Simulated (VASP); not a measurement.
BaTiO3: relaxation of cell and atoms with RPBE

The system is BaTiO3.

```
Ba Ti O
1.0
     3.99038    0.00000    0.00000
     0.00000    3.99038    0.00000
     0.00000    0.00000    4.10266
Ba Ti O
1 1 3
Direct
  0.50000 0.50000 0.58254
  0.00000 0.00000 0.10004
  0.00000 0.50000 0.06422
  0.50000 0.00000 0.06422
  0.00000 0.00000 0.54897
```

The cell is a database's computed one.

| Quantity | Value |
| --- | --- |
| Program | VASP 6.6.1 |
| Task | relaxation of cell and atoms |
| Functional | RPBE |
| Potentials or basis | VASP PAW PBE potentials, release 64 (Ba_sv, Ti_sv, O) |
| Cutoff | 600 eV |
| k mesh | 8 × 8 × 8 |
| Occupations | gaussian, width 0.02 eV |
| Spin | no spin polarisation |
| Further INCAR settings | ALGO = Normal; EDIFF = 1e-07; IBRION = 2; EDIFFG = -0.005; NSW = 90; ISIF = 3 |

| Item | Value |
| --- | --- |
| Relaxed volume | 14.25 Å³/atom |
| Relaxed cell | a = 3.998 Å, b = 3.998 Å, c = 4.459 Å, α = 90.00°, β = 90.00°, γ = 90.00° |
| Space group after relaxing (to 0.05 Å) | P4mm (No. 99) |
| Energy gained by relaxing | 22.0 meV/atom |
| Ionic steps | 38 |
| Pressure after relaxing | 0.0 GPa |
| Largest force after relaxing | 0.005 eV/Å |
| Band gap on the k mesh | 1.79 eV, indirect (least direct gap 2.47 eV) |

Forces on the atoms (eV/Å):
```
Ba   0.000  0.000  0.002
Ti   0.000  0.000  0.002
O    0.000  0.000  0.000
O    0.000  0.000  0.000
O    0.000  0.000 -0.005
```

Step by step:
| step | energy change (eV) | largest force (eV/Å) | pressure (GPa) | volume (Å³) |
| --- | --- | --- | --- | --- |
| 1 | 0.0000 | 0.0611 | 7.10 | 65.33 |
| 2 | -0.0227 | 0.7803 | -4.93 | 70.96 |
| 3 | -0.0642 | 0.4335 | -0.04 | 68.35 |
| 4 | -0.0757 | 0.1921 | 0.06 | 68.71 |
| 5 | -0.0779 | 0.1028 | 0.20 | 68.92 |
| 6 | -0.0870 | 0.1198 | -0.02 | 69.34 |
| 7 | -0.0990 | 0.2712 | -0.26 | 70.51 |
| 8 | -0.0992 | 0.4054 | -0.46 | 70.36 |
| 9 | -0.1030 | 0.1414 | -0.40 | 70.44 |
| 10 | -0.1045 | 0.0835 | 0.90 | 69.90 |
| 11 | -0.1047 | 0.0992 | 0.55 | 70.04 |
| 12 | -0.1070 | 0.0534 | 0.38 | 70.25 |
| 13 | -0.1080 | 0.0557 | 0.20 | 70.51 |
| 14 | -0.1078 | 0.1767 | -0.53 | 70.87 |
| 15 | -0.1084 | 0.0538 | -0.13 | 70.67 |
| 16 | -0.1090 | 0.0579 | 0.04 | 70.67 |
| 17 | -0.1092 | 0.0681 | 0.25 | 70.66 |
| 18 | -0.1096 | 0.0291 | 0.22 | 70.78 |
| 19 | -0.1098 | 0.0599 | 0.18 | 70.99 |
| 20 | -0.1099 | 0.0313 | -0.14 | 71.21 |
| 21 | -0.1099 | 0.0306 | -0.07 | 71.16 |
| 22 | -0.1100 | 0.0234 | -0.04 | 71.15 |
| 23 | -0.1100 | 0.0235 | -0.01 | 71.13 |
| 24 | -0.1100 | 0.0097 | 0.06 | 71.11 |
| 25 | -0.1100 | 0.0115 | 0.10 | 71.11 |
| 26 | -0.1101 | 0.0090 | 0.04 | 71.15 |
| 27 | -0.1101 | 0.0060 | -0.03 | 71.20 |
| 28 | -0.1101 | 0.0068 | -0.01 | 71.19 |
| 29 | -0.1101 | 0.0073 | -0.02 | 71.19 |
| 30 | -0.1101 | 0.0145 | -0.03 | 71.20 |
| 31 | -0.1101 | 0.0114 | -0.01 | 71.19 |
| 32 | -0.1101 | 0.0068 | 0.05 | 71.18 |
| 33 | -0.1101 | 0.0082 | 0.04 | 71.18 |
| 34 | -0.1101 | 0.0054 | 0.03 | 71.19 |
| 35 | -0.1101 | 0.0126 | 0.02 | 71.23 |
| 36 | -0.1101 | 0.0063 | -0.01 | 71.24 |
| 37 | -0.1101 | 0.0063 | -0.03 | 71.26 |
| 38 | -0.1101 | 0.0047 | -0.02 | 71.26 |

Final structure:
```xyz
5
Lattice="3.9978 0.0000 0.0000 0.0000 3.9978 0.0000 0.0000 0.0000 4.4587" Properties=species:S:1:pos:R:3 pbc="T T T"
Ba    1.9989    1.9989    2.7035
Ti    0.0000    0.0000    0.5325
O     0.0000    1.9989    0.2504
O     1.9989    3.9978    0.2504
O     0.0000    0.0000    2.3270
```

Levels at points of the mesh, in eV from the valence-band top:
| k point | band 16 | band 17 | band 18 | band 19 | band 20 | band 21 | band 22 | band 23 | band 24 |
| --- | --- | --- | --- | --- | --- | --- | --- | --- | --- |
| (0.00, 0.00, 0.00) | -2.14 | -1.52 | -1.48 | -0.68 | -0.68 | 1.79 | 2.72 | 2.72 | 3.80 |
| (0.50, 0.00, 0.00) | -2.04 | -2.02 | -1.94 | -1.82 | -1.72 | 2.72 | 3.24 | 3.36 | 3.93 |
| (0.50, 0.50, 0.00) | -3.17 | -2.35 | -1.26 | -1.26 | -0.04 | 3.41 | 3.41 | 3.45 | 3.75 |
| (0.00, 0.00, 0.50) | -2.36 | -2.18 | -1.96 | -0.75 | -0.75 | 1.87 | 3.28 | 3.28 | 3.87 |
| (0.50, 0.00, 0.50) | -2.45 | -2.00 | -1.45 | -1.26 | -0.83 | 3.29 | 3.31 | 3.38 | 4.53 |
| (0.50, 0.50, 0.50) | -2.81 | -2.81 | -0.82 | -0.82 | 0.00 | 3.61 | 3.61 | 3.82 | 5.26 |

Wall time 20 min on 1 thread of Intel(R) Xeon(R) Platinum 8559C (Emerald Rapids), on a shared host, peak memory 0.33 GiB.

Caveat: the PAW data sets were made with another functional, which shifts forces and pressure a little; spin-orbit coupling is left out, which moves the levels of the heavy elements. A k mesh can miss the band edges.
